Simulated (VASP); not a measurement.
# Mo (Im-3m) in VASP: settings compared

One crystal, Mo, is run at these levels: PBE, LDA; tasks: single point.

Program: VASP 6.6.1. These are calculated values, not measurements. Logs are shortened: lines on timing, memory, paths and dates and some standing lists are left out, and cuts for length are marked.

**1. The undisturbed crystal**

The structure is cubic, space group Im-3m (No. 229). The conventional cell has a = 3.168 Å, b = 3.168 Å, c = 3.168 Å, α = 90.00°, β = 90.00°, γ = 90.00°. Mo (site symmetry m-3m) is surrounded by 8 Mo at 2.74 Å.

**2. Single point, PBE (grid = ENCUT=520 dk=0.35 cell=2x2x2 ISMEAR=1 SIGMA=0.1 LREAL=Auto EDIFF=1e-06)**

The input, INCAR:

```
SYSTEM = Mo
ALGO = Fast
EDIFF = 1E-6
ENCUT = 520
GGA = PE
ISIF = 2
ISMEAR = 1
LASPH = .TRUE.
LCHARG = .FALSE.
LREAL = Auto
LWAVE = .FALSE.
NBANDS = 57
NELM = 120
PREC = Accurate
SIGMA = 0.1
```

The input, KPOINTS:

```
k-points
0
G
  5 5 5
  0 0 0
```

The input, POSCAR:

```
Mo
1.0
   -3.1676179438      3.1676179438      3.1676179438
    3.1676179438     -3.1676179438      3.1676179438
    3.1676179438      3.1676179438     -3.1676179438
Mo
7
Direct
    0.0000000000      0.0000000000      0.5000000000
    0.0000000000      0.5000000000      0.0000000000
    0.0000000000      0.5000000000      0.5000000000
    0.5000000000      0.0000000000      0.0000000000
    0.5000000000      0.0000000000      0.5000000000
    0.5000000000      0.5000000000      0.0000000000
    0.5000000000      0.5000000000      0.5000000000
```

Potentials or basis: VASP PAW PBE potentials, release 64 (Mo_sv).

Started as:

```bash
$ cat potpaw_PBE.64/Mo_sv/POTCAR > POTCAR
$ mpirun -np 1 vasp_std > vasp.out
```

OUTCAR:

```text
SYSTEM = Mo
   EDIFF = 1E-6
   ENCUT = 520
   GGA = PE
   ISIF = 2
   ISMEAR = 1
   LASPH = .TRUE.
   LREAL = Auto
   NELM = 120
   PREC = Accurate

 Found     10 irreducible k-points:

 Following reciprocal coordinates:
            Coordinates               Weight
  0.000000  0.000000  0.000000      1.000000
  0.200000  0.000000  0.000000     12.000000
  0.400000  0.000000  0.000000     12.000000
  0.200000  0.200000  0.000000     24.000000
  0.400000  0.200000  0.000000     24.000000
  0.200000  0.200000  0.200000      8.000000
   k-points           NKPTS =     10   k-points in BZ     NKDIM =     10   number of bands    NBANDS=     57
   number of dos      NEDOS =    301   number of ions     NIONS =      7
   total plane-waves  NPLWV =  74088
   dimension x,y,z NGX =    42 NGY =   42 NGZ =   42
   dimension x,y,z NGXF=    84 NGYF=   84 NGZF=   84
   ions per type =               7
   NGX,Y,Z   is equivalent  to a cutoff of  12.73, 12.73, 12.73 a.u.
   NGXF,Y,Z  is equivalent  to a cutoff of  25.45, 25.45, 25.45 a.u.
 SYSTEM =  Mo
   PREC   = accura    normal or accurate (medium, high low for compatibility)
   ISTART =      0    job   : 0-new  1-cont  2-samecut
   ICHARG =      2    charge: 1-file 2-atom 10-const
   ISPIN  =      1    spin polarized calculation?
   LNONCOLLINEAR =      F non collinear calculations
   LSORBIT =      F    spin-orbit coupling
   LASPH  =      T    aspherical Exc in radial PAW
   ENCUT  =  520.0 eV  38.22 Ry    6.18 a.u.  10.20 10.20 10.20*2*pi/ulx,y,z
   NELM   =    120;   NELMIN=  2; NELMDL= -5     # of ELM steps
   EDIFF  = 0.1E-05   stopping-criterion for ELM
   LREAL  =      T    real-space projection
   EDIFFG = 0.1E-04   stopping-criterion for IOM
   NSW    =      0    number of steps for IOM
   IBRION =     -1    ionic relax: 0-MD 1-quasi-New 2-CG
   NFREE  =      0    steps in history (QN), initial steepest desc. (CG)
   ISIF   =      2    stress and relaxation
   ISYM   =      2    0-nonsym 1-usesym 2-fastsym
   POTIM  = 0.5000    time-step for ionic-motion
   TEBEG  =    0.0;   TEEND  =   0.0 temperature during run
   PSTRESS=    0.0 pullay stress
   NELECT =      98.0000    total number of electrons
   NUPDOWN=      -1.0000    fix difference up-down
   EMIN   =  10.00;   EMAX   =-10.00  energy-range for DOS
   EFERMI =   0.00;   METHOD = LEGACY
   ISMEAR =     1;   SIGMA  =   0.10  broadening in eV -4-tet -1-fermi 0-gaus
   EFERMI_NEDOS =   21; number of points for ismear=-14 and -15
   IALGO  =     68    algorithm
   IMIX   =      4    mixing-type and parameters
     AMIX     =   0.40;   BMIX     =  1.00
     AMIX_MAG =   1.60;   BMIX_MAG =  1.00
  volume/ion in A,a.u.               =      18.16       122.56
  Fermi-wavevector in a.u.,A,eV,Ry     =   1.501058  2.836588 30.656298  2.253174
  Thomas-Fermi vector in A             =   2.612478
   LORBIT       =      0    0 simple, 1 ext, 2 COOP (PROOUT), +10 PAW based schemes
   GGA     = PE    functional components
   LHFCALC =     F    Hartree Fock is set to
   AEXX    =    0.0000 exact exchange contribution
   IVDW    =     0    specifies the selected vdW correction
   LEPSILON=     F    determine dielectric tensor
   LRPA    =     F    only Hartree local field effects (RPA)
 non-spin polarized calculation
 RMM-DIIS sequential band-by-band and
 Methfessel and Paxton  Order N= 1 SIGMA  =   0.10
  energy-cutoff  :      520.00
  volume of cell :      127.13
 maximum number of plane-waves:      3463
 NGX is ok and might be reduce to    42
   NGX = 21   NGY = 21   NGZ = 21

 number of electron      98.0000026 magnetization

 Free energy of the ion-electron system (eV)
  ---------------------------------------------------
  ext. energy  EPLUGINS =         0.00000000
  ---------------------------------------------------
  free energy    TOTEN  =       -73.07025077 eV

  energy without entropy =      -73.06059178  energy(sigma->0) =      -73.06703111

 E-fermi :  10.1284     XC(G=0): -12.4196

 val. band max:       10.1271953187   @ k =   0.2000   0.0000   0.0000
 cond. band min:      10.1387020504   @ k =   0.4000   0.2000   0.0000
 fundamental gap:      0.0115067317
 Fermi energy:        10.1284426315

 k-point     1 :       0.0000    0.0000    0.0000
  band No.  band energies     occupation
      1     -51.0169      2.00000
      2     -50.8637      2.00000
      3     -50.8637      2.00000
      4     -50.8637      2.00000
      5     -50.7082      2.00000
      6     -50.7082      2.00000
[... 49 lines left out ...]
     56      12.5825      0.00000
     57      12.5847      0.00000

 k-point     2 :       0.2000    0.0000    0.0000
  band No.  band energies     occupation
      1     -50.9985      2.00000
      2     -50.8691      2.00000
      3     -50.8638      2.00000
      4     -50.8638      2.00000
      5     -50.7091      2.00000
      6     -50.7083      2.00000
[... 49 lines left out ...]
     56      12.3802      0.00000
     57      12.4487      0.00000

 k-point     3 :       0.4000    0.0000    0.0000
  band No.  band energies     occupation
      1     -50.9530      2.00000
      2     -50.8963      2.00000
      3     -50.8640      2.00000
      4     -50.8639      2.00000
      5     -50.7085      2.00000
      6     -50.6980      2.00000
[... 49 lines left out ...]
     56      11.8373     -0.00000
     57      11.8787     -0.00000

 k-point     4 :       0.2000    0.2000    0.0000
  band No.  band energies     occupation
      1     -50.9662      2.00000
      2     -50.8785      2.00000
      3     -50.8736      2.00000
      4     -50.8619      2.00000
      5     -50.7071      2.00000
      6     -50.7049      2.00000
[... 49 lines left out ...]
     56      11.8757     -0.00000
     57      12.0398     -0.00000

 k-point     5 :       0.4000    0.2000    0.0000
  band No.  band energies     occupation
      1     -50.9257      2.00000
      2     -50.9072      2.00000
      3     -50.8778      2.00000
      4     -50.8616      2.00000
      5     -50.7035      2.00000
      6     -50.6908      2.00000
[... 49 lines left out ...]
     56      11.7568     -0.00000
     57      11.8483     -0.00000

 k-point     6 :       0.2000    0.2000    0.2000
  band No.  band energies     occupation
      1     -50.9300      2.00000
      2     -50.8901      2.00000
      3     -50.8901      2.00000
      4     -50.8714      2.00000
      5     -50.6953      2.00000
      6     -50.6953      2.00000
[... 49 lines left out ...]
     56      11.9290     -0.00000
     57      12.0773     -0.00000

 [... further k-points ...]

------------------------ aborting loop because EDIFF is reached ----------------------------------------

  FORCE on cell =-STRESS in cart. coord.  units (eV):
  Direction    XX          YY          ZZ          XY          YZ          ZX
  --------------------------------------------------------------------------------------
  -------------------------------------------------------------------------------------
  Total       -8.2481078     -8.2481078     -8.2481078      0.0000000     -0.0000000      0.0000000
  in kB     -103.9457025   -103.9457025   -103.9457025      0.0000000     -0.0000000      0.0000000
  external PRESSURE =    -103.9457025 kB  Pullay stress =       0.0000000 kB

 VOLUME and BASIS-vectors are now :
 -----------------------------------------------------------------------------
  energy-cutoff  :      520.00
  volume of cell :      127.13
      direct lattice vectors                 reciprocal lattice vectors
    -3.167617944  3.167617944  3.167617944     0.000000000  0.157847319  0.157847319
     3.167617944 -3.167617944  3.167617944     0.157847319  0.000000000  0.157847319
     3.167617944  3.167617944 -3.167617944     0.157847319  0.157847319  0.000000000

 POSITION                                       TOTAL-FORCE (eV/Angst)
 -----------------------------------------------------------------------------------
      1.58381      1.58381     -1.58381        -0.000000      0.000000      0.000000
      1.58381     -1.58381      1.58381         0.000000      0.000000     -0.000000
      3.16762      0.00000      0.00000         0.000000     -0.000000     -0.000000
     -1.58381      1.58381      1.58381        -0.000000     -0.000000     -0.000000
      0.00000      3.16762      0.00000        -0.000000      0.000000      0.000000
      0.00000      0.00000      3.16762         0.000000     -0.000000     -0.000000
      1.58381      1.58381      1.58381        -0.000000     -0.000000      0.000000
 -----------------------------------------------------------------------------------
    total drift:                               -0.000000     -0.000000      0.000000

  FREE ENERGIE OF THE ION-ELECTRON SYSTEM (eV)
  ---------------------------------------------------
  free  energy   TOTEN  =       -73.0702507688 eV

  energy  without entropy=      -73.0605917820  energy(sigma->0) =      -73.06703111
```

stdout:

```text
POSCAR found type information on POSCAR Mo
 POSCAR found :  1 types and       7 ions
 scaLAPACK will be used
 -----------------------------------------------------------------------------
|                                                                             |
|                                                                             |
|     You have a (more or less) 'small supercell' and for smaller cells       |
|     it is recommended to use the reciprocal-space projection scheme!        |
|     The real-space optimization is not efficient for small cells and it     |
|     is also less accurate ...                                               |
|     Therefore, set LREAL=.FALSE. in the INCAR file.                         |
|                                                                             |
 -----------------------------------------------------------------------------

 LDA part: xc-table for (Slater+PW92), standard interpolation
 POSCAR, INCAR and KPOINTS ok, starting setup
 FFT: planning ... GRIDC
 FFT: planning ... GRID_SOFT
 FFT: planning ... GRID
 WAVECAR not read
 entering main loop
```

It took 2.1 min on 1 thread of AMD EPYC 9R45 (Zen 5), shared host; peak memory 0.24 GiB.

These settings aren't checked as converged: the numbers below hold their error.

What came out:

```yaml
Free_energy: -73.0703 eV
Pressure: -10.4 GPa
Band_gap_on_the_k_mesh: none (metal or under the smearing width)
```

**3. Single point, PBE (grid = ENCUT=400 dk=0.27 cell=2x2x2 ISMEAR=1 SIGMA=0.1 LREAL=Auto EDIFF=1e-06)**

Changes to INCAR since step 2:

```diff
@@ -3,3 +3,3 @@
 EDIFF = 1E-6
-ENCUT = 520
+ENCUT = 400
 GGA = PE
```

The input, KPOINTS:

```
k-points
0
G
  6 6 6
  0 0 0
```

POSCAR is that of step 2.

Potentials or basis: VASP PAW PBE potentials, release 64 (Mo_sv).

Started as:

```bash
$ cat potpaw_PBE.64/Mo_sv/POTCAR > POTCAR
$ mpirun -np 1 vasp_std > vasp.out
```

Wall time 2 min (1 thread of AMD EPYC 9R45 (Zen 5), shared host); peak memory 0.2 GiB.

The run converged, but some of its settings lie outside the range that counts as converged, so its numbers aren't taken as properties of the crystal.

What came out:

| Item | Value |
| --- | --- |
| Free energy | -73.0302 eV |
| Pressure | -11.2 GPa |
| Band gap on the k mesh | none (metal or under the smearing width) |

**4. Single point, PBE (grid = ENCUT=650 dk=0.35 cell=2x2x2 ISMEAR=1 SIGMA=0.1 LREAL=Auto EDIFF=1e-06)**

Changes to INCAR since step 3:

```diff
@@ -3,3 +3,3 @@
 EDIFF = 1E-6
-ENCUT = 400
+ENCUT = 650
 GGA = PE
```

The input, KPOINTS:

```
k-points
0
G
  5 5 5
  0 0 0
```

POSCAR is that of step 3.

Started as:

```bash
$ cat potpaw_PBE.64/Mo_sv/POTCAR > POTCAR
$ mpirun -np 1 vasp_std > vasp.out
```

Run time: 2.7 min. Hardware: 1 thread of AMD EPYC 9R45 (Zen 5), shared host; peak memory 0.31 GiB.

These settings aren't checked as converged: the numbers below hold their error.

What came out:

- Free energy: -73.0705 eV
- Pressure: -10.5 GPa
- Band gap on the k mesh: none (metal or under the smearing width)

**5. Single point, LDA (grid = ENCUT=400 dk=0.9 cell=3x3x3 ISMEAR=1 SIGMA=0.1 LREAL=Auto EDIFF=1e-06)**

The input, INCAR:

```
ALGO = Fast ; EDIFF = 1E-6
ENCUT = 400 ; GGA = CA
ISIF = 2 ; ISMEAR = 1
LASPH = True ; LCHARG = False
LREAL = Auto ; LWAVE = False
NBANDS = 215 ; NELM = 120
PREC = Accurate ; SIGMA = 0.1
```

The input, KPOINTS:

```
k-points
0
Gamma
  2 2 2
```

The input, POSCAR:

```
Mo
1.0
   -4.7514269157      4.7514269157      4.7514269157
    4.7514269157     -4.7514269157      4.7514269157
    4.7514269157      4.7514269157     -4.7514269157
Mo
27
Direct
    0.0000000000      0.0000000000      0.0000000000
    0.0000000000      0.0000000000      0.3333333333
    0.0000000000      0.0000000000      0.6666666667
    0.0000000000      0.3333333333      0.0000000000
    0.0000000000      0.3333333333      0.3333333333
    0.0000000000      0.3333333333      0.6666666667
    0.0000000000      0.6666666667      0.0000000000
    0.0000000000      0.6666666667      0.3333333333
    0.0000000000      0.6666666667      0.6666666667
    0.3333333333      0.0000000000      0.0000000000
    0.3333333333      0.0000000000      0.3333333333
    0.3333333333      0.0000000000      0.6666666667
    0.3333333333      0.3333333333      0.0000000000
    0.3333333333      0.3333333333      0.3333333333
    0.3333333333      0.3333333333      0.6666666667
    0.3333333333      0.6666666667      0.0000000000
    0.3333333333      0.6666666667      0.3333333333
    0.3333333333      0.6666666667      0.6666666667
    0.6666666667      0.0000000000      0.0000000000
    0.6666666667      0.0000000000      0.3333333333
    0.6666666667      0.0000000000      0.6666666667
    0.6666666667      0.3333333333      0.0000000000
    0.6666666667      0.3333333333      0.3333333333
    0.6666666667      0.3333333333      0.6666666667
    0.6666666667      0.6666666667      0.0000000000
    0.6666666667      0.6666666667      0.3333333333
    0.6666666667      0.6666666667      0.6666666667
```

Potentials or basis: VASP PAW LDA potentials, release 64 (Mo_sv).

Started as:

```bash
$ cat potpaw_LDA.64/Mo_sv/POTCAR > POTCAR
$ mpirun -np 1 vasp_std > vasp.out
```

Run time: 3.5 min. Hardware: 1 thread of Intel Xeon 6975P-C (Granite Rapids), shared host; peak memory 0.38 GiB.

The run converged, but some of its settings lie outside the range that counts as converged, so its numbers aren't taken as properties of the crystal.

What came out:

```
Free energy            : -328.3718 eV
Pressure               : -14.0 GPa
Band gap on the k mesh : none (metal or under the smearing width)
```

Caveat: the k mesh is coarse (spacing up to 0.47 Å⁻¹), so the values aren't converged.

**6. For comparison**

An earlier run on the cell as given: functional PBE; potentials or basis VASP PAW PBE potentials, release 64 (Mo_sv); cutoff 520 eV; k mesh 12 × 12 × 12; occupations fermi-dirac, width 0.05 eV; no spin polarisation.

* Pressure: -1.4 GPa
* Band gap on the k mesh: none (metal or under the smearing width)
